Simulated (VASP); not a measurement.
Crystal: La2O3.

```
La O
1.0
     3.93078    0.00000    0.00000
    -1.96539    3.40415    0.00000
     0.00000    0.00000    6.11195
La O
2 3
Direct
  0.33333 0.66667 0.24624
  0.66667 0.33333 0.75376
  0.00000 0.00000 0.00000
  0.33333 0.66667 0.64589
  0.66667 0.33333 0.35411
```

The cell is a database's computed one.

Base run:

| Property | Result |
| --- | --- |
| Program | VASP 6.6.1 |
| Functional | r2SCAN |
| Potentials or basis | VASP PAW PBE potentials, release 64 (La, O) |
| Cutoff | 520 eV |
| k mesh | 8 × 8 × 6 |
| Occupations | gaussian, width 0.02 eV |
| Spin | no spin polarisation |

Its results: band gap on the k mesh 4.28 eV, indirect (least direct gap 4.47 eV); pressure 0.2 GPa; largest force 0.020 eV/Å.

Problem. The run is repeated on the same cell with these changes: functional from r2SCAN to LDA; potentials or basis from VASP PAW PBE potentials, release 64 (La, O) to VASP PAW LDA potentials, release 64 (La, O). What comes out?

Solution. Band gap on the k mesh 3.74 eV, indirect (least direct gap 3.91 eV); pressure -6.3 GPa; largest force 0.159 eV/Å.

Caveats: spin-orbit coupling is left out, which moves the levels of the heavy elements; the PAW data sets were made with another functional, which shifts forces and pressure a little (some runs).

Not every run made on this cell is shown here.
